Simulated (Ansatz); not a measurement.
Crystal: Sb.

```xyz
1
Lattice="-1.5765 1.5765 2.7119 1.5765 -1.5765 2.7119 1.5765 1.5765 -2.7119" Properties=species:S:1:pos:R:3 pbc="T T T"
Sb    0.0000    0.0000    0.0000
```

This isn't the form of Sb at room conditions, which is rhombohedral.

- Program: Ansatz 0.2.0
- Task: relaxation of cell and atoms
- Functional: BLYP
- Dispersion: D3(BJ)
- Potentials or basis: Ansatz PAW
- Cutoff: 420 eV (not typed: the program's choice for these potentials)
- k mesh: 12 × 12 × 12
- Occupations: fermi-dirac, width 0.05 eV
- Spin: no spin polarisation

At the start: volume 26.96 Å³/atom.

Question: Where does the relaxation end?

Answer: It ends after 7 steps and the volume is 27.35 Å³/atom (+1.4 %); space group I4/mmm (No. 139, to 0.05 Å).

The path:
| step | energy change (eV) | largest force (eV/Å) | volume (Å³) |
| --- | --- | --- | --- |
| 1 | 0.0000 | 0.0000 | 26.96 |
| 2 | -0.0004 | 0.0000 | 27.16 |
| 3 | -0.0020 | 0.0000 | 27.40 |
| 4 | -0.0026 | 0.0000 | 27.72 |
| 5 | -0.0038 | 0.0000 | 27.39 |
| 6 | -0.0039 | 0.0000 | 27.35 |
| 7 | -0.0040 | 0.0000 | 27.35 |

Final structure:
```yaml
crystal:
  lattice:
    - [-1.56116, 1.56116, 2.80503]
    - [1.56116, -1.56116, 2.80503]
    - [1.56116, 1.56116, -2.80503]
  atoms:
    - { symbol: Sb, position: [0.00000, 0.00000, 0.00000] }
```

Caveat: the plane-wave basis is chosen anew once the cell has moved, so the energies of steps on either side of that aren't comparable; pairwise dispersion overbinds metals, which lowers pressure and volume; the PAW data sets come from PBE, with cores solved anew for the run's functional, which leaves a small shift of forces and pressure.
